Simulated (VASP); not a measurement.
# MgB2: equation of state with r2SCAN

The system is MgB2.

```
Mg B
1.0
     3.07523    0.00000    0.00000
    -1.53762    2.66323    0.00000
     0.00000    0.00000    3.47859
Mg B
1 2
Direct
  0.00000 0.00000 0.00000
  0.66667 0.33333 0.50000
  0.33333 0.66667 0.50000
```

* Program: VASP 6.6.1
* Task: equation of state
* Functional: r2SCAN
* Potentials or basis: VASP PAW PBE potentials, release 64 (Mg, B)
* Cutoff: 520 eV
* k mesh: 8 × 8 × 8
* Occupations: fermi-dirac, width 0.05 eV
* Spin: no spin polarisation

```json
{
 "Equilibrium volume": "9.50 Å³/atom",
 "Bulk modulus at fixed shape and positions": "159 GPa",
 "Pressure derivative of the bulk modulus": "3.7 (rough: it moves with the points fitted)"
}
```

Energy against volume, from the lowest point:
```
volume (Å³/atom)  energy (meV/atom)
           9.117               8.33
           9.307               2.08
           9.497               0.00
           9.687               1.71
           9.876               6.87
```

All runs of the series together: 2.2 min on 1 thread of Intel(R) Xeon(R) Platinum 8488C (Sapphire Rapids), on a shared host.

Caveat: the cell was scaled at fixed shape and fractional positions, which overstates the stiffness of a crystal with free parameters, most of all of layers and chains; the PAW data sets were made with another functional, which shifts forces and pressure a little.
